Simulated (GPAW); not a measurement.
Runs of GPAW 26.7.0 on BN. The structure is cubic, space group F-43m (No. 216). The conventional cell has a = 3.626 Å, b = 3.626 Å, c = 3.626 Å, α = 90.00°, β = 90.00°, γ = 90.00°. Around N (site symmetry -43m) lie 4 B at 1.57 Å. B (site symmetry -43m) has 4 N at 1.57 Å as nearest neighbours. The cell is a database's computed one.

| task | level | potentials or basis | cell | k mesh | cutoff (eV) | smearing | optimizer | fmax | max steps | convergence | band path | mesh quality | gap on the mesh (eV) | pressure (GPa) | V0 of scaled cells (Å³/atom) | B0 (GPa) |
| --- | --- | --- | --- | --- | --- | --- | --- | --- | --- | --- | --- | --- | --- | --- | --- | --- |
| equation of state | PBE | GPAW PAW data sets (gpaw-data 1.2.1), pw | as given | 13 × 13 × 13 | 800 | fermi-dirac 0.05 eV | - | - | - | - | - | not flagged | - | - | (b) | (a) |
| relaxation of cell and atoms | PBE+D3(BJ) | GPAW PAW data sets (gpaw-data 1.2.1), pw | relaxed | 13 × 13 × 13 | 800 | fermi-dirac 0.05 eV | BFGS | 0.01 eV/Å | 40 | density=1e-05 forces=0.0001 | - | not flagged | 4.56 | 0.1 | - | - |
| equation of state | RPBE+D3(BJ) | the program's PAW data sets (release 1.2.1) made for this functional, pw | as given | 10 × 10 × 10 | 800 | fermi-dirac 0.05 eV | - | - | - | - | - | not flagged | - | - | 5.73 | 397 |
| band structure | LDA | the program's PAW data sets (release 1.2.1) made for this functional, pw | as given | 13 × 13 × 13 | 800 | fermi-dirac 0.05 eV | - | - | - | - | GXWKGLUWLK,UX | not flagged | 4.42 | -15.5 | - | - |
| equation of state | PBE | SG15 ONCV 1.2, pw | as given | 10 × 10 × 10 | 1100 | fermi-dirac 0.05 eV | - | - | - | - | - | not flagged | - | - | 5.94 | 370 |
| electron localisation function | RPBE | the program's PAW data sets (release 1.2.1) made for this functional, pw | as given | 8 × 8 × 8 | 680 | fermi-dirac 0.01 eV | - | - | - | - | - | coarse | 4.50 | (c) | - | - |
| band structure | GLLB-SC | the program's PAW data sets (release 1.2.1) made for this functional, pw | as given | 10 × 10 × 10 | 800 | fermi-dirac 0.05 eV | - | - | - | - | GXWKGLUWLK,UX | not flagged | 6.65 | - | - | - |
| dielectric tensor | RPBE | the program's PAW data sets (release 1.2.1) made for this functional, pw | as given | 10 × 10 × 10 | 600 | fermi-dirac 0.001 eV | - | - | - | - | - | not flagged | 4.48 | - | - | - |
| equation of state | PBE+D3 | GPAW PAW data sets (gpaw-data 1.2.1), pw | as given | 10 × 10 × 10 | 800 | fermi-dirac 0.05 eV | - | - | - | - | - | not flagged | - | - | 5.91 | 379 |
| band structure | revPBE | the program's PAW data sets (release 1.2.1) made for this functional, pw | as given | 13 × 13 × 13 | 800 | fermi-dirac 0.05 eV | - | - | - | - | GXWKGLUWLK,UX | not flagged | 4.56 | 2.9 | - | - |
| electron localisation function | PBEsol | PAW data sets generated in the run's folder for this functional, pw | as given | 7 × 7 × 7 | 680 | fermi-dirac 0.01 eV | - | - | - | - | - | coarse | 4.54 | -11.5 | - | - |
| band structure | RPBE | the program's PAW data sets (release 1.2.1) made for this functional, pw | as given | 13 × 13 × 13 | 800 | fermi-dirac 0.05 eV | - | - | - | - | GXWKGLUWLK,UX | not flagged | 4.57 | 4.3 | - | - |

Alike in all rows: no spin polarisation.

Q: Fill in the values left out.

A: (a) 371; (b) 5.96; (c) 0.6.

Caveats: some runs use coarse meshes; an odd mesh through Γ misses points on the zone boundary, where band edges often lie (some runs); the cutoff is short for stress and forces, so pressures can be off by a GPa or more (some runs); later steps reuse the first step's grids (some runs); so large a pressure means that the cell lies far from this level's equilibrium, or that cutoff or potentials fall short (some runs); the GLLB-SC gap is the Kohn-Sham gap of the path plus the derivative discontinuity (some runs); a model potential gives levels but no total energy (some runs); the long-wavelength limit can be off by a per cent or two (some runs).

Not every run made on this cell is shown here.
